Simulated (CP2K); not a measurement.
# GaN (F-43m) in CP2K: a series of runs

The runs below take GaN through single point, with PBE, LDA, BEEF-vdW.

Program: CP2K 2026.2. These are calculated values, not measurements. Logs are shortened: lines on timing, memory, paths and dates and some standing lists are left out, and cuts for length are marked.

**Experimental background.**

A printed reference work, textbook reports, for a bulk crystal of GaN at 0 K: band gap 3.299 eV (direct).

The results are compared with them further down.

## (1) The structure

It takes space group F-43m (No. 216, cubic). The conventional cell has a = 4.507 Å, b = 4.507 Å, c = 4.507 Å, α = 90.00°, β = 90.00°, γ = 90.00°. Ga (site symmetry -43m) has 4 N at 1.95 Å as nearest neighbours. N (site symmetry -43m) is surrounded by 4 Ga at 1.95 Å.

The cell is a database's computed one.

## (2) Single point, PBE

gan_scf.inp

```
&GLOBAL
  PROJECT gan_scf
  RUN_TYPE ENERGY_FORCE
  PRINT_LEVEL LOW
&END GLOBAL
&FORCE_EVAL
  METHOD QS
  STRESS_TENSOR ANALYTICAL
  &DFT
    BASIS_SET_FILE_NAME BASIS_MOLOPT_UZH
    POTENTIAL_FILE_NAME POTENTIAL_UZH
    &MGRID
      CUTOFF 675
      REL_CUTOFF 60
      NGRIDS 4
    &END MGRID
    &QS
      METHOD GPW
      EPS_DEFAULT 1.0E-9
    &END QS
    &KPOINTS
      SCHEME MONKHORST-PACK 10 10 10
      GAMMA_CENTERED T
      SYMMETRY T
      SYMMETRY_BACKEND SPGLIB
    &END KPOINTS
    &SCF
      SCF_GUESS ATOMIC
      EPS_SCF 1.0E-6
      MAX_SCF 100
      ADDED_MOS 10
      CHOLESKY OFF
      EPS_EIGVAL 1.0E-7
      &DIAGONALIZATION ON
        ALGORITHM STANDARD
      &END DIAGONALIZATION
      &MIXING ON
        METHOD BROYDEN_MIXING
        ALPHA 0.4
        BETA 1.5
        NBUFFER 8
      &END MIXING
      &SMEAR ON
        METHOD FERMI_DIRAC
        ELECTRONIC_TEMPERATURE [K] 580.226
      &END SMEAR
    &END SCF
    &XC
      &XC_FUNCTIONAL PBE
      &END XC_FUNCTIONAL
    &END XC
    &PRINT
      &KPOINTS ON
      &END KPOINTS
      &MULLIKEN ON
      &END MULLIKEN
      &MO ON
        ENERGIES T
        OCCUPATION_NUMBERS T
        &EACH
          QS_SCF 0
        &END EACH
        ADD_LAST NUMERIC
      &END MO
      &LOWDIN ON
      &END LOWDIN
      &HIRSHFELD ON
        SHAPE_FUNCTION DENSITY
      &END HIRSHFELD
    &END PRINT
  &END DFT
  &SUBSYS
    &CELL
      ABC 3.1869311219 3.1869311219 3.1869311220
      ALPHA_BETA_GAMMA 59.9999999991 59.9999999995 59.9999999994
      PERIODIC XYZ
    &END CELL
    &COORD
      SCALED
      Ga  0.0000000000 0.0000000000 0.0000000000
      N   0.2500000000 0.2500000000 0.2500000000
    &END COORD
    &KIND Ga
      BASIS_SET TZVP-MOLOPT-PBE-GTH-q13
      POTENTIAL GTH-PBE-q13
    &END KIND
    &KIND N
      BASIS_SET TZVP-MOLOPT-PBE-GTH-q5
      POTENTIAL GTH-PBE-q5
    &END KIND
    &PRINT
      &ATOMIC_COORDINATES ON
      &END ATOMIC_COORDINATES
      &CELL ON
      &END CELL
    &END PRINT
  &END SUBSYS
  &PRINT
    &FORCES ON
    &END FORCES
    &STRESS_TENSOR ON
    &END STRESS_TENSOR
  &END PRINT
&END FORCE_EVAL
```

Potentials or basis: POTENTIAL_UZH Ga GTH-PBE-q13, N GTH-PBE-q5; TZVP-MOLOPT-PBE-GTH basis.

Started as:

```sh
OMP_NUM_THREADS=1 cp2k.psmp -i gan_scf.inp -o gan_scf.out
```

gan_scf.out:

```text

 CP2K| version string:                                       CP2K version 2026.2
 CP2K| Input file name                                               gan_scf.inp

 GLOBAL| Force Environment number                                              1
 GLOBAL| Basis set file name                                    BASIS_MOLOPT_UZH
 GLOBAL| Potential file name                                       POTENTIAL_UZH
 GLOBAL| MM Potential file name                                     MM_POTENTIAL
 GLOBAL| Coordinate file name                                      __STD_INPUT__
 GLOBAL| Method name                                                        CP2K
 GLOBAL| Project name                                                    gan_scf
 GLOBAL| Run type                                                   ENERGY_FORCE
 GLOBAL| FFT library                                                       FFTW3
[... 8 lines left out ...]
 GLOBAL| CPU model name                                                  UNKNOWN

 CELL| Volume [angstrom^3]:                                            22.887746
 CELL| Vector a [angstrom]:       3.187     0.000     0.000   |a| =     3.186931
 CELL| Vector b [angstrom]:       1.593     2.760     0.000   |b| =     3.186931
 CELL| Vector c [angstrom]:       1.593     0.920     2.602   |c| =     3.186931
 CELL| Angle (b,c), alpha [degree]:                                    60.000000
 CELL| Angle (a,c), beta  [degree]:                                    60.000000
 CELL| Angle (a,b), gamma [degree]:                                    60.000000
 CELL| Numerically orthorhombic:                                              NO
 CELL| Periodicity                                                           XYZ

 CELL_REF| Volume [angstrom^3]:                                        22.887746
 CELL_REF| Vector a [angstrom     3.187     0.000     0.000   |a| =     3.186931
 CELL_REF| Vector b [angstrom     1.593     2.760     0.000   |b| =     3.186931
 CELL_REF| Vector c [angstrom     1.593     0.920     2.602   |c| =     3.186931
 CELL_REF| Angle (b,c), alpha [degree]:                                60.000000
 CELL_REF| Angle (a,c), beta  [degree]:                                60.000000
 CELL_REF| Angle (a,b), gamma [degree]:                                60.000000
 CELL_REF| Numerically orthorhombic:                                          NO
[... 11 lines left out ...]

  Total number of            - Atomic kinds:                                   2
                             - Atoms:                                          2
                             - Shell sets:                                     2
                             - Shells:                                        17
                             - Primitive Cartesian functions:                 11
                             - Cartesian basis functions:                     58
                             - Spherical basis functions:                     51

  Maximum angular momentum of- Orbital basis functions:                        3
                             - Local part of the GTH pseudopotential:          2
                             - Non-local part of the GTH pseudopotential:      4

 MODULE QUICKSTEP: ATOMIC COORDINATES IN ANGSTROM

   Atom Kind Element         X             Y             Z       Z(eff)     Mass
      1    1 Ga   31      0.000000      0.000000      0.000000  13.0000  69.7230
      2    2 N     7      1.593466      0.919988      0.650530   5.0000  14.0067

 SCF PARAMETERS         Density guess:                                    ATOMIC
[... 9 lines left out ...]
                        --------------------------------------------------------
                        level_shift [a.u.]:                             0.000000
                        added MOs                                        10    0
                        --------------------------------------------------------
                        Mixing method:                            BROYDEN_MIXING
[... 11 lines left out ...]
 *******************************************************************************
 BRILLOUIN| K-point scheme                                        Monkhorst-Pack
 BRILLOUIN| K-Point grid                                            10   10   10
 BRILLOUIN| Gamma-centered k-point mesh                                     ON
 BRILLOUIN| K-point symmetry accuracy                               0.100000E-05
 BRILLOUIN| K-Point point group symmetrization                                ON
 BRILLOUIN| Symmetry backend                                             SPGLIB
 BRILLOUIN| Symmetry reduction method                                    SPGLIB
 BRILLOUIN| Wavefunction type                                            COMPLEX
 BRILLOUIN| List of Kpoints [2 Pi/Bohr]                                       47
 BRILLOUIN| Number           Weight            X              Y              Z
 BRILLOUIN|     1           0.00800       -0.40000       -0.40000       -0.40000
 BRILLOUIN|     2           0.02400       -0.40000       -0.40000       -0.30000
 BRILLOUIN|     3           0.02400       -0.40000       -0.40000       -0.20000
 BRILLOUIN|     4           0.02400       -0.40000       -0.40000       -0.10000
 BRILLOUIN|     5           0.00600       -0.40000       -0.40000        0.00000
 BRILLOUIN|     6           0.02400       -0.40000       -0.40000        0.10000
[... 32 lines left out ...]
 BRILLOUIN|    39           0.00800       -0.20000       -0.20000       -0.20000
 BRILLOUIN|    40           0.02400       -0.20000       -0.20000       -0.10000
 [... further k-points ...]
 *******************************************************************************

 Extrapolation method: initial_guess

 Number of electrons:                                                         18
 Number of occupied orbitals:                                                  9
 Number of molecular orbitals:                                                19

 Number of orbital functions:                                                 51
 Number of independent orbital functions:                                     51

 SCF WAVEFUNCTION OPTIMIZATION

  Step     Update method      Time    Convergence         Total energy    Change
  ------------------------------------------------------------------------------
     1 NoMix/Diag. 0.40E+00    7.4     1.51463591       -84.7128686010 -8.47E+01
     2 Broy./Diag. 0.40E+00    5.5     0.14721556       -83.3234597392  1.39E+00
     3 Broy./Diag. 0.40E+00    5.5     0.10495440       -84.2420791988 -9.19E-01
     4 Broy./Diag. 0.40E+00    5.9     0.02240480       -84.5830393958 -3.41E-01
     5 Broy./Diag. 0.40E+00    5.8     0.00829991       -84.5532145572  2.98E-02
     6 Broy./Diag. 0.40E+00    5.6     0.00825045       -84.5714216097 -1.82E-02
     7 Broy./Diag. 0.40E+00    5.5     0.00075730       -84.5783970261 -6.98E-03
     8 Broy./Diag. 0.40E+00    5.6     0.00113977       -84.5793664201 -9.69E-04
     9 Broy./Diag. 0.40E+00    5.7     0.00012250       -84.5802703845 -9.04E-04
    10 Broy./Diag. 0.40E+00    5.6     0.00003668       -84.5799683235  3.02E-04
    11 Broy./Diag. 0.40E+00    5.4     0.00002344       -84.5799430797  2.52E-05
    12 Broy./Diag. 0.40E+00    5.4     0.00001128       -84.5799650776 -2.20E-05
    13 Broy./Diag. 0.40E+00    5.4     0.00000515       -84.5799465790  1.85E-05
    14 Broy./Diag. 0.40E+00    5.5     0.00000110       -84.5799407521  5.83E-06
    15 Broy./Diag. 0.40E+00    5.7     0.00000030       -84.5799403202  4.32E-07

  *** SCF run converged in    15 steps ***

  Electronic density on regular grids:        -17.9999995935        0.0000004065
  Core density on regular grids:               17.9999999883       -0.0000000117
  Total charge density on r-space grids:        0.0000003948
  Total charge density g-space grids:           0.0000003948

  Overlap energy of the core charge distribution:               0.00000000520085
  Self energy of the core charge distribution:               -122.14139270774831
  Core Hamiltonian energy:                                     36.65213782108321
  Hartree energy:                                              13.72720982965232
  Exchange-correlation energy:                                -12.81789526837643
  Electronic entropic energy:                                  -0.00000000001456
  Fermi energy:                                                 0.25162297179470

  Total energy:                                               -84.57994032020294
  Total energy (extrapolated to T->0):                        -84.57994032019566

 MO| EIGENVALUES AND OCCUPATION NUMBERS FOR K POINT 1
 MO|
 MO|  Index      Eigenvalue [a.u.]        Eigenvalue [eV]             Occupation
 MO|      1              -0.338236              -9.203872               2.000000
 MO|      2              -0.277783              -7.558870               2.000000
 MO|      3              -0.277783              -7.558870               2.000000
 MO|      4              -0.267940              -7.291005               2.000000
 MO|      5              -0.267939              -7.291004               2.000000
 MO|      6              -0.235388              -6.405222               2.000000
[... 11 lines left out ...]
 MO|     18               1.191173              32.413469               0.000000
[... 323 lines left out ...]
 MO|      6              -0.217030              -5.905689               2.000000
[... 11 lines left out ...]
 MO|     18               1.227066              33.390154               0.000000
 MO|     19               1.321297              35.954319               0.000000
 MO| Sum:                                                              18.000000
 MO| E(Fermi):            0.251623 a.u.          6.847009 eV
 MO| Band gap:            0.263444 a.u.          7.168683 eV

 [... the levels of further k-points ...]

 !-----------------------------------------------------------------------------!
                     Mulliken Population Analysis

 #  Atom  Element  Kind  Atomic population                           Net charge
       1     Ga       1         11.851909                              1.148091
       2     N        2          6.148091                             -1.148091
 # Total charge                             18.000000                 -0.000000

 !-----------------------------------------------------------------------------!

 !-----------------------------------------------------------------------------!
                           Hirshfeld Charges

  #Atom  Element  Kind  Ref Charge     Population                    Net charge
      1       Ga     1      13.000         12.637                         0.363
      2       N      2       5.000          5.363                        -0.363

  Total Charge                                                           -0.000
 !-----------------------------------------------------------------------------!

 LOWDIN POPULATION ANALYSIS

 #  Atom  Element  Kind  Atomic population                           Net charge
       1     Ga       1         13.716907                             -0.716907
       2     N        2          4.283093                              0.716907
 # Total charge                             18.000000                 -0.000000

 ENERGY| Total FORCE_EVAL ( QS ) energy [hartree]            -84.579939959973288

 FORCES| Atomic forces [hartree/bohr]
 FORCES|   Atom     x               y               z               |f|
 FORCES|      1 -1.62529224E-08 -1.73700294E-08  7.59300135E-08   7.95691043E-08
 FORCES|      2  1.88331659E-08  1.88723700E-08 -7.48820890E-08   7.94869910E-08
 FORCES| Sum     2.58024357E-09  1.50234065E-09  1.04792454E-09
 FORCES| Total atomic force                                       3.16430563E-09

 STRESS| Analytical stress tensor [bar]
 STRESS|                        x                   y                   z
 STRESS|      x        7.02429661421E+04   3.64600886507E+00   2.59934179369E+00
 STRESS|      y        3.64600886507E+00   7.02367083690E+04   5.94177311628E-01
 STRESS|      z        2.59934179369E+00   5.94177311628E-01   7.02349330017E+04
 STRESS| 1/3 Trace                                             7.02382025043E+04
 STRESS| Determinant                                           3.46513503136E+14

 STRESS| Eigenvectors and eigenvalues of the analytical stress tensor [bar]
 STRESS|                        1                   2                   3
 STRESS| Eigenvalues   7.02340034926E+04   7.02353033705E+04   7.02453006496E+04
 STRESS|      x          -0.383625654228     -0.259249181188      0.886352762432
 STRESS|      y           0.327420577344      0.859254855055      0.393035443180
 STRESS|      z           0.863497031234     -0.440988612231      0.244748689339
```

Wall time 99 s (1 thread of Arm Neoverse V1, shared host); peak memory 0.33 GiB.

Results:

```
Free energy            : -2301.5372 eV
Pressure               : 7.0 GPa
Band gap on the k mesh : 1.69 eV, direct
Mulliken charges       : Ga +1.15; N -1.15 e
Hirshfeld charges      : Ga +0.36; N -0.36 e
```

Caveat: Mulliken charges move with the basis; the basis of atomic orbitals isn't converged, which shifts pressures, moduli and gaps.

## (3) Single point, LDA

Edit gan_scf.inp of step 2 so:

```diff
@@ -48,3 +48,7 @@
     &XC
-      &XC_FUNCTIONAL PBE
+      &XC_FUNCTIONAL
+        &LDA_X
+        &END LDA_X
+        &LDA_C_PW
+        &END LDA_C_PW
       &END XC_FUNCTIONAL
```

Potentials or basis: POTENTIAL_UZH Ga GTH-PBE-q13, N GTH-PBE-q5; TZVP-MOLOPT-PBE-GTH basis.

Started as:

```sh
OMP_NUM_THREADS=1 cp2k.psmp -i gan_scf.inp -o gan_scf.out
```

Run time: 91 s. Hardware: 1 thread of Arm Neoverse V1, shared host; peak memory 0.32 GiB.

Results (log left out):

| Item | Value |
| --- | --- |
| Free energy | -2294.2281 eV |
| Pressure | -1.2 GPa |
| Band gap on the k mesh | 1.52 eV, direct |
| Mulliken charges | Ga +1.09; N -1.09 e |
| Hirshfeld charges | Ga +0.33; N -0.33 e |

Levels at points of the mesh, in eV from the valence-band top:
```tsv
k point	band 6	band 7	band 8	band 9	band 10	band 11	band 12	band 13
(0.00, 0.00, 0.00)	-13.07	0.00	0.00	0.00	1.52	9.94	9.94	9.94
(0.00, 0.00, 0.50)	-11.86	-7.28	-1.03	-1.03	4.33	8.62	10.15	10.15
(0.00, 0.50, 0.50)	-11.44	-6.35	-2.84	-2.84	3.18	6.41	11.53	13.78
```

Caveat: Mulliken charges move with the basis; the potentials were made for another functional, which shifts forces and pressure; the basis of atomic orbitals isn't converged, which shifts pressures, moduli and gaps.

## (4) Single point, BEEF-vdW

Edit gan_scf.inp of step 3 so:

```diff
@@ -48,8 +48,12 @@
     &XC
-      &XC_FUNCTIONAL
-        &LDA_X
-        &END LDA_X
-        &LDA_C_PW
-        &END LDA_C_PW
+      &XC_FUNCTIONAL BEEFVDW
       &END XC_FUNCTIONAL
+      &VDW_POTENTIAL
+        POTENTIAL_TYPE NON_LOCAL
+        &NON_LOCAL
+          TYPE LMKLL
+          KERNEL_FILE_NAME vdW_kernel_table.dat
+          CUTOFF 300
+        &END NON_LOCAL
+      &END VDW_POTENTIAL
     &END XC
```

Started as:

```sh
OMP_NUM_THREADS=1 cp2k.psmp -i gan_scf.inp -o gan_scf.out
```

Wall time 100 s (1 thread of Arm Neoverse V1, shared host); peak memory 0.37 GiB.

Results (log left out):

```
Free energy            : -2315.5568 eV
Pressure               : 8.3 GPa
Band gap on the k mesh : 1.84 eV, direct
Mulliken charges       : Ga +1.23; N -1.23 e
Hirshfeld charges      : Ga +0.39; N -0.39 e
```

Levels at points of the mesh, in eV from the valence-band top:
```csv
k point,band 7,band 8,band 9,band 10,band 11,band 12
"(0.00, 0.00, 0.00)",0.00,0.00,0.00,1.84,10.44,10.44
"(0.00, 0.00, 0.50)",-6.93,-0.96,-0.96,4.76,8.93,10.60
"(0.00, 0.50, 0.50)",-6.07,-2.67,-2.67,3.66,6.85,11.96
```

Caveat: Mulliken charges move with the basis; the potentials were made for another functional, which shifts forces and pressure; the basis of atomic orbitals isn't converged, which shifts pressures, moduli and gaps.

## (5) The runs side by side

```csv
level,cutoff of the non-local correlation (Ry),gap on the mesh (eV),pressure (GPa)
PBE,-,1.69,7.0
LDA,-,1.52,-1.2
BEEF-vdW,300,1.84,8.3
```

Alike in all rows: task single point; potentials or basis POTENTIAL_UZH Ga GTH-PBE-q13, N GTH-PBE-q5; TZVP-MOLOPT-PBE-GTH basis; no spin polarisation; cell as given; k mesh 10 × 10 × 10; smearing fermi-dirac 0.05 eV.

Caveats: the basis of atomic orbitals isn't converged, which shifts pressures, moduli and gaps; the potentials were made for another functional, which shifts forces and pressure (some runs).

Absolute energies hang on the potentials; compare differences alone.

## (6) Against experiment

Step 2. Against the measured gap of GaN, 3.299 eV (direct; 0 K; a printed reference work, textbook), the calculated 1.69 eV is off by -1.61 eV. Spin-orbit coupling on Ga is left out. The value is that of PBE in an atomic basis (POTENTIAL_UZH Ga GTH-PBE-q13, N GTH-PBE-q5; TZVP-MOLOPT-PBE-GTH basis), whose error adds to the functional's,, without temperature or zero-point motion. Semilocal functionals fall short of measured gaps as a rule. The cell is a database's relaxed one, not the measured one, which moves gaps too.

Step 3. Against the measured gap of GaN, 3.299 eV (direct; 0 K; a printed reference work, textbook), the calculated 1.52 eV is off by -1.78 eV. So large a miss can be the level of theory's own, or it may mean another phase, state or a wrong row. Spin-orbit coupling on Ga is left out. The value is that of LDA in an atomic basis (POTENTIAL_UZH Ga GTH-PBE-q13, N GTH-PBE-q5; TZVP-MOLOPT-PBE-GTH basis), whose error adds to the functional's,, without temperature or zero-point motion. Semilocal functionals fall short of measured gaps as a rule. The cell is a database's relaxed one, not the measured one, which moves gaps too.

Step 4. Measured gap of GaN: 3.299 eV (direct; 0 K; a printed reference work, textbook). This calculation gives 1.84 eV (-1.46 eV). Spin-orbit coupling on Ga is left out. The value is that of BEEF-vdW in an atomic basis (POTENTIAL_UZH Ga GTH-PBE-q13, N GTH-PBE-q5; TZVP-MOLOPT-PBE-GTH basis), whose error adds to the functional's,, without temperature or zero-point motion. The cell is a database's relaxed one, not the measured one, which moves gaps too.
